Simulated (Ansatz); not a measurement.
## Be₂Se and its competing phases

Level of theory: DFT PBE, scalar-relativistic, plane waves, PAW in Ansatz 0.2.0. Settings: cutoff 420 eV, Γ-centred meshes spaced at most about 0.3 Å⁻¹, and about 0.25 Å⁻¹ or finer for metals (2π included), Gaussian smearing. No spin polarisation.

Formation energies are uncorrected and refer to the elements' standard structures at the same level.

Temperature and zero-point effects are left out. The reference form of Se is held partly by dispersion forces, which this level lacks.

The competitors are the elements and 1 reference phase of this chemical system (from databases or known types: BeSe), relaxed at the same level; other known phases may be missing.

The candidate was reached from: a relaxed cell, shaken at random and relaxed again.

```cif
data_structure
_symmetry_space_group_name_H-M 'P3m1'
_symmetry_Int_Tables_number 156
_cell_length_a 3.4092
_cell_length_b 3.4092
_cell_length_c 4.5664
_cell_angle_alpha 90.000
_cell_angle_beta 90.000
_cell_angle_gamma 120.000
_cell_volume 45.96
loop_
_atom_site_label
_atom_site_type_symbol
_atom_site_symmetry_multiplicity
_atom_site_Wyckoff_symbol
_atom_site_fract_x
_atom_site_fract_y
_atom_site_fract_z
_atom_site_occupancy
Be1 Be 1 b 0.33333 0.66667 0.68130 1
Be2 Be 1 c 0.66667 0.33333 0.39176 1
Se1 Se 1 b 0.33333 0.66667 0.17694 1
```

**Question.** Is it stable, and against what?

**Answer.** Not stable. Its formation energy is 0.139 eV/atom. The lowest competing mixture at this composition is this:

```csv
phase,space group,source,share of atoms,ΔE_f (eV/atom)
Be,-,element,0.3333,0.000
BeSe,F-43m (No. 216),COD,0.6667,-0.797
```

The mixture lies at -0.531 eV/atom, and the candidate lies 0.67 eV/atom above it. The candidate matches no cell in the subsets of the Crystallography Open Database and the Materials Project at hand. The margin is far too high for a likely synthesis.
